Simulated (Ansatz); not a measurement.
Crystal: TaN.

```xyz
2
Lattice="2.9380 0.0000 0.0000 -1.4690 2.5444 0.0000 0.0000 0.0000 2.8830" Properties=species:S:1:pos:R:3 pbc="T T T"
Ta    0.0000    0.0000    1.4415
N     1.4690    0.8481    0.0000
```

| Property | Result |
| --- | --- |
| Program | Ansatz 0.2.0 |
| Task | single point |
| Functional | PBEsol |
| Potentials or basis | all-electron LAPW, scalar-relativistic |
| Cutoff | 350 eV (chosen from the basis error) |
| Basis error allowed | 0.001 eV/atom |
| k mesh | 10 × 10 × 9 |
| Occupations | fermi-dirac, width 0.05 eV |
| Spin | no spin polarisation |

On this cell: pressure -4.8 GPa; largest force under 0.003 eV/Å; band gap on the k mesh none (metal or under the smearing width).

The same run follows on a disturbed copy (atoms moved at random, drawn with an rms of 0.05 Å):

```
CELL_PARAMETERS angstrom
2.93800 0.00000 0.00000
-1.46900 2.54438 0.00000
0.00000 0.00000 2.88300
ATOMIC_POSITIONS crystal
Ta 0.01144 0.00833 0.48326
N 0.65255 0.33881 0.00587
```

Problem. What does the disturbed cell give?

Solution. The energy (extrapolated to zero smearing) moves by +31.3 meV/atom; pressure -3.2 GPa; largest force 1.309 eV/Å; band gap on the k mesh none (metal or under the smearing width).

Forces on the atoms (eV/Å):
```
Ta  -0.931 -0.131  0.910
N    0.931  0.131 -0.910
```

Stress tensor (GPa, compression positive):
```
-3.07  0.97 -1.69
 0.97 -3.75 -0.30
-1.69 -0.30 -2.79
```
